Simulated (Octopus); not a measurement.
# V (Im-3m) in Octopus: notebook, part 2 of 2

Octopus 16.4. Earlier steps stand in the parts before.

### 5 Equation of state, PBE, collinear spin, ferromagnetic start, 13.34 Å³/atom (volume scaled by 0.96)

File inp:

```
CalculationMode = gs
UnitsOutput = eV_Angstrom
PeriodicDimensions = 3
ExperimentalFeatures = yes
PseudopotentialSet = pseudodojo_pbe
%LatticeParameters
 1*angstrom | 1*angstrom | 1*angstrom
%
%LatticeVectors
 -1.4938833019 | 1.4938833019 | 1.4938833019
 1.4938833019 | -1.4938833019 | 1.4938833019
 1.4938833019 | 1.4938833019 | -1.4938833019
%
%ReducedCoordinates
 "V" | 0 | 0 | 0
%
%Spacing
 0.12321342*angstrom | 0.12321342*angstrom | 0.12321342*angstrom
%
DerivativesOrder = 8
%KPointsGrid
 12 | 12 | 12
%
KPointsUseSymmetries = yes
XCFunctional = gga_x_pbe + gga_c_pbe
SpinComponents = polarized
KPointsUseTimeReversal = no
GuessMagnetDensity = user_defined
%AtomsMagnetDirection
 2.0
%
SmearingFunction = fermi_dirac
Smearing = 0.05*eV
ExtraStates = 9
Eigensolver = chebyshev_filter
ConvRelDens = 3e-7
MaximumIter = 120
```

Started as:

```console
$ OMP_NUM_THREADS=1 octopus > out.log
```

Wall time 4.7 min (1 thread of AMD EPYC 9R45 (Zen 5), shared host); peak memory 1.6 GiB.

The run converged. Its results:

| Quantity | Value |
| --- | --- |
| Free energy | -2008.4521 eV |
| Band gap on the k mesh | none (metal or under the smearing width) |
| Net moment | 0.00 μB per cell |

### 6 Equation of state, PBE, collinear spin, ferromagnetic start, 14.45 Å³/atom (volume scaled by 1.04)

Edit inp of step 5 so:

```diff
@@ -9,5 +9,5 @@
 %LatticeVectors
- -1.4938833019 | 1.4938833019 | 1.4938833019
- 1.4938833019 | -1.4938833019 | 1.4938833019
- 1.4938833019 | 1.4938833019 | -1.4938833019
+ -1.5342779432 | 1.5342779432 | 1.5342779432
+ 1.5342779432 | -1.5342779432 | 1.5342779432
+ 1.5342779432 | 1.5342779432 | -1.5342779432
 %
@@ -17,3 +17,3 @@
 %Spacing
- 0.12321342*angstrom | 0.12321342*angstrom | 0.12321342*angstrom
+ 0.12654511*angstrom | 0.12654511*angstrom | 0.12654511*angstrom
 %
@@ -37 +37,6 @@
 MaximumIter = 120
+%Output
+ density | cube
+ elf | cube
+ potential | cube
+%
```

Potentials or basis: pseudodojo_pbe (PseudoDojo 0.5, PBE).

Started as:

```console
$ OMP_NUM_THREADS=1 octopus > out.log
```

Run time: 5.8 min. Hardware: 1 thread of AMD EPYC 9R45 (Zen 5), shared host; peak memory 1.6 GiB.

It converged, with:

```
Free energy            : -2008.4182 eV
Band gap on the k mesh : none (metal or under the smearing width)
Net moment             : 0.00 μB per cell
```

### 7 Equation of state, PBE, collinear spin, ferromagnetic start, 13.06 Å³/atom (volume scaled by 0.94)

Edit inp of step 6 so:

```diff
@@ -9,5 +9,5 @@
 %LatticeVectors
- -1.5342779432 | 1.5342779432 | 1.5342779432
- 1.5342779432 | -1.5342779432 | 1.5342779432
- 1.5342779432 | 1.5342779432 | -1.5342779432
+ -1.4834362237 | 1.4834362237 | 1.4834362237
+ 1.4834362237 | -1.4834362237 | 1.4834362237
+ 1.4834362237 | 1.4834362237 | -1.4834362237
 %
@@ -17,3 +17,3 @@
 %Spacing
- 0.12654511*angstrom | 0.12654511*angstrom | 0.12654511*angstrom
+ 0.12235176*angstrom | 0.12235176*angstrom | 0.12235176*angstrom
 %
```

Started as:

```console
$ OMP_NUM_THREADS=1 octopus > out.log
```

Wall time 4.8 min (1 thread of AMD EPYC 9R45 (Zen 5), shared host); peak memory 1.6 GiB.

Results (log left out):

```
Free energy            : -2008.4447 eV
Band gap on the k mesh : none (metal or under the smearing width)
Net moment             : 0.00 μB per cell
```

### 8 Equation of state, PBE, collinear spin, ferromagnetic start, 14.72 Å³/atom (volume scaled by 1.06)

Edit inp of step 7 so:

```diff
@@ -9,5 +9,5 @@
 %LatticeVectors
- -1.4834362237 | 1.4834362237 | 1.4834362237
- 1.4834362237 | -1.4834362237 | 1.4834362237
- 1.4834362237 | 1.4834362237 | -1.4834362237
+ -1.5440506776 | 1.5440506776 | 1.5440506776
+ 1.5440506776 | -1.5440506776 | 1.5440506776
+ 1.5440506776 | 1.5440506776 | -1.5440506776
 %
@@ -17,3 +17,3 @@
 %Spacing
- 0.12235176*angstrom | 0.12235176*angstrom | 0.12235176*angstrom
+ 0.12735115*angstrom | 0.12735115*angstrom | 0.12735115*angstrom
 %
@@ -37,6 +37 @@
 MaximumIter = 120
-%Output
- density | cube
- elf | cube
- potential | cube
-%
```

Started as:

```console
$ OMP_NUM_THREADS=1 octopus > out.log
```

Wall time 6.1 min (1 thread of AMD EPYC 9R45 (Zen 5), shared host); peak memory 1.6 GiB.

The run converged. Its results:

| Quantity | Value |
| --- | --- |
| Free energy | -2008.3961 eV |
| Band gap on the k mesh | none (metal or under the smearing width) |
| Net moment | 0.00 μB per cell |

### 9 Equation of state, PBE, collinear spin, ferromagnetic start

Potentials or basis: pseudodojo_pbe (PseudoDojo 0.5, PBE).

This step only gathers the single runs of the series.

Results:

```yaml
Equilibrium_volume: "13.49 Å³/atom (rough: see the caveat)"
Bulk_modulus: 178 GPa (rough)
```

Energy against volume, from the lowest point:
| volume (Å³/atom) | energy (meV/atom) |
| --- | --- |
| 13.058 | 7.40 |
| 13.336 | 0.00 |
| 13.613 | 0.08 |
| 13.891 | 6.32 |
| 14.169 | 17.26 |
| 14.447 | 33.94 |
| 14.725 | 55.96 |

Caveat: the fit is doubtful: noisy points or a state that changes with volume; the number of grid points is fixed, so the spacing changes with the cell, which shifts volumes and moduli.

### 10 Equation of state, PBEsol, collinear spin, ferromagnetic start, 13.89 Å³/atom

File inp:

```
CalculationMode = gs
UnitsOutput = eV_Angstrom
PeriodicDimensions = 3
ExperimentalFeatures = yes
PseudopotentialSet = pseudodojo_pbesol
%LatticeParameters
 1*angstrom | 1*angstrom | 1*angstrom
%
%LatticeVectors
 -1.51435 | 1.51435 | 1.51435
 1.51435 | -1.51435 | 1.51435
 1.51435 | 1.51435 | -1.51435
%
%ReducedCoordinates
 "V" | 0 | 0 | 0
%
%Spacing
 0.12490148*angstrom | 0.12490148*angstrom | 0.12490148*angstrom
%
DerivativesOrder = 8
%KPointsGrid
 12 | 12 | 12
%
KPointsUseSymmetries = yes
XCFunctional = gga_x_pbe_sol + gga_c_pbe_sol
SpinComponents = polarized
KPointsUseTimeReversal = no
GuessMagnetDensity = user_defined
%AtomsMagnetDirection
 2.0
%
SmearingFunction = fermi_dirac
Smearing = 0.05*eV
ExtraStates = 9
Eigensolver = chebyshev_filter
ConvRelDens = 3e-7
MaximumIter = 120
```

Potentials or basis: pseudodojo_pbesol (PseudoDojo 0.4, PBEsol).

Started as:

```console
$ OMP_NUM_THREADS=1 octopus > out.log
```

It took 6.7 min on 1 thread of AMD EPYC 9R45 (Zen 5), shared host; peak memory 1.6 GiB.

The run converged. Its results:

```
Free energy            : -2006.0782 eV
Band gap on the k mesh : none (metal or under the smearing width)
Net moment             : 0.00 μB per cell
```

### 11 Equation of state, PBEsol, collinear spin, ferromagnetic start, 13.61 Å³/atom (volume scaled by 0.98)

Edit inp of step 10 so:

```diff
@@ -9,5 +9,5 @@
 %LatticeVectors
- -1.51435 | 1.51435 | 1.51435
- 1.51435 | -1.51435 | 1.51435
- 1.51435 | 1.51435 | -1.51435
+ -1.5041862709 | 1.5041862709 | 1.5041862709
+ 1.5041862709 | -1.5041862709 | 1.5041862709
+ 1.5041862709 | 1.5041862709 | -1.5041862709
 %
@@ -17,3 +17,3 @@
 %Spacing
- 0.12490148*angstrom | 0.12490148*angstrom | 0.12490148*angstrom
+ 0.12406319*angstrom | 0.12406319*angstrom | 0.12406319*angstrom
 %
```

Started as:

```console
$ OMP_NUM_THREADS=1 octopus > out.log
```

It took 6.6 min on 1 thread of AMD EPYC 9R45 (Zen 5), shared host; peak memory 1.6 GiB.

Results (log left out):

| Quantity | Value |
| --- | --- |
| Free energy | -2006.0964 eV |
| Band gap on the k mesh | none (metal or under the smearing width) |
| Net moment | 0.00 μB per cell |

### 12 Equation of state, PBEsol, collinear spin, ferromagnetic start, 14.17 Å³/atom (volume scaled by 1.02)

Edit inp of step 11 so:

```diff
@@ -9,5 +9,5 @@
 %LatticeVectors
- -1.5041862709 | 1.5041862709 | 1.5041862709
- 1.5041862709 | -1.5041862709 | 1.5041862709
- 1.5041862709 | 1.5041862709 | -1.5041862709
+ -1.5243791002 | 1.5243791002 | 1.5243791002
+ 1.5243791002 | -1.5243791002 | 1.5243791002
+ 1.5243791002 | 1.5243791002 | -1.5243791002
 %
@@ -17,3 +17,3 @@
 %Spacing
- 0.12406319*angstrom | 0.12406319*angstrom | 0.12406319*angstrom
+ 0.12572867*angstrom | 0.12572867*angstrom | 0.12572867*angstrom
 %
```

Potentials or basis: pseudodojo_pbesol (PseudoDojo 0.4, PBEsol).

Started as:

```console
$ OMP_NUM_THREADS=1 octopus > out.log
```

Run time: 6.9 min. Hardware: 1 thread of AMD EPYC 9R45 (Zen 5), shared host; peak memory 1.6 GiB.

Results (log left out):

| Quantity | Value |
| --- | --- |
| Free energy | -2006.0553 eV |
| Band gap on the k mesh | none (metal or under the smearing width) |
| Net moment | 0.00 μB per cell |

### 13 Equation of state, PBEsol, collinear spin, ferromagnetic start, 13.34 Å³/atom (volume scaled by 0.96)

Edit inp of step 12 so:

```diff
@@ -9,5 +9,5 @@
 %LatticeVectors
- -1.5243791002 | 1.5243791002 | 1.5243791002
- 1.5243791002 | -1.5243791002 | 1.5243791002
- 1.5243791002 | 1.5243791002 | -1.5243791002
+ -1.4938833019 | 1.4938833019 | 1.4938833019
+ 1.4938833019 | -1.4938833019 | 1.4938833019
+ 1.4938833019 | 1.4938833019 | -1.4938833019
 %
@@ -17,3 +17,3 @@
 %Spacing
- 0.12572867*angstrom | 0.12572867*angstrom | 0.12572867*angstrom
+ 0.12321342*angstrom | 0.12321342*angstrom | 0.12321342*angstrom
 %
```

Started as:

```console
$ OMP_NUM_THREADS=1 octopus > out.log
```

Run time: 6.7 min. Hardware: 1 thread of AMD EPYC 9R45 (Zen 5), shared host; peak memory 1.6 GiB.

The run converged. Its results:

```yaml
Free_energy: -2006.1087 eV
Band_gap_on_the_k_mesh: none (metal or under the smearing width)
Net_moment: 0.00 μB per cell
```

### 14 Equation of state, PBEsol, collinear spin, ferromagnetic start, 14.45 Å³/atom (volume scaled by 1.04)

Edit inp of step 13 so:

```diff
@@ -9,5 +9,5 @@
 %LatticeVectors
- -1.4938833019 | 1.4938833019 | 1.4938833019
- 1.4938833019 | -1.4938833019 | 1.4938833019
- 1.4938833019 | 1.4938833019 | -1.4938833019
+ -1.5342779432 | 1.5342779432 | 1.5342779432
+ 1.5342779432 | -1.5342779432 | 1.5342779432
+ 1.5342779432 | 1.5342779432 | -1.5342779432
 %
@@ -17,3 +17,3 @@
 %Spacing
- 0.12321342*angstrom | 0.12321342*angstrom | 0.12321342*angstrom
+ 0.12654511*angstrom | 0.12654511*angstrom | 0.12654511*angstrom
 %
```

Started as:

```console
$ OMP_NUM_THREADS=1 octopus > out.log
```

It took 7 min on 1 thread of AMD EPYC 9R45 (Zen 5), shared host; peak memory 1.6 GiB.

Results (log left out):

| Quantity | Value |
| --- | --- |
| Free energy | -2006.0276 eV |
| Band gap on the k mesh | none (metal or under the smearing width) |
| Net moment | 0.00 μB per cell |

### 15 Equation of state, PBEsol, collinear spin, ferromagnetic start, 13.06 Å³/atom (volume scaled by 0.94)

Edit inp of step 14 so:

```diff
@@ -9,5 +9,5 @@
 %LatticeVectors
- -1.5342779432 | 1.5342779432 | 1.5342779432
- 1.5342779432 | -1.5342779432 | 1.5342779432
- 1.5342779432 | 1.5342779432 | -1.5342779432
+ -1.4834362237 | 1.4834362237 | 1.4834362237
+ 1.4834362237 | -1.4834362237 | 1.4834362237
+ 1.4834362237 | 1.4834362237 | -1.4834362237
 %
@@ -17,3 +17,3 @@
 %Spacing
- 0.12654511*angstrom | 0.12654511*angstrom | 0.12654511*angstrom
+ 0.12235176*angstrom | 0.12235176*angstrom | 0.12235176*angstrom
 %
```

Potentials or basis: pseudodojo_pbesol (PseudoDojo 0.4, PBEsol).

Started as:

```console
$ OMP_NUM_THREADS=1 octopus > out.log
```

Run time: 7.5 min. Hardware: 1 thread of AMD EPYC 9R45 (Zen 5), shared host; peak memory 1.6 GiB.

The run converged. Its results:

* Free energy: -2006.1142 eV
* Band gap on the k mesh: none (metal or under the smearing width)
* Net moment: 0.00 μB per cell

### 16 Equation of state, PBEsol, collinear spin, ferromagnetic start, 14.72 Å³/atom (volume scaled by 1.06)

Edit inp of step 15 so:

```diff
@@ -9,5 +9,5 @@
 %LatticeVectors
- -1.4834362237 | 1.4834362237 | 1.4834362237
- 1.4834362237 | -1.4834362237 | 1.4834362237
- 1.4834362237 | 1.4834362237 | -1.4834362237
+ -1.5440506776 | 1.5440506776 | 1.5440506776
+ 1.5440506776 | -1.5440506776 | 1.5440506776
+ 1.5440506776 | 1.5440506776 | -1.5440506776
 %
@@ -17,3 +17,3 @@
 %Spacing
- 0.12235176*angstrom | 0.12235176*angstrom | 0.12235176*angstrom
+ 0.12735115*angstrom | 0.12735115*angstrom | 0.12735115*angstrom
 %
@@ -37 +37,6 @@
 MaximumIter = 120
+%Output
+ density | cube
+ elf | cube
+ potential | cube
+%
```

Started as:

```console
$ OMP_NUM_THREADS=1 octopus > out.log
```

Run time: 8 min. Hardware: 1 thread of AMD EPYC 9R45 (Zen 5), shared host; peak memory 1.6 GiB.

The run converged. Its results:

```yaml
Free_energy: -2005.9956 eV
Band_gap_on_the_k_mesh: none (metal or under the smearing width)
Net_moment: 0.00 μB per cell
```

### 17 Equation of state, PBEsol, collinear spin, ferromagnetic start

Potentials or basis: pseudodojo_pbesol (PseudoDojo 0.4, PBEsol).

This step only gathers the single runs of the series.

Results:

- Equilibrium volume: 12.98 Å³/atom (rough: see the caveat)
- Bulk modulus: 204 GPa (rough)

Energy against volume, from the lowest point:
| volume (Å³/atom) | energy (meV/atom) |
| --- | --- |
| 13.058 | 0.00 |
| 13.336 | 5.46 |
| 13.613 | 17.82 |
| 13.891 | 35.95 |
| 14.169 | 58.88 |
| 14.447 | 86.56 |
| 14.725 | 118.55 |

Caveat: the minimum lies outside the volumes run; the number of grid points is fixed, so the spacing changes with the cell, which shifts volumes and moduli.
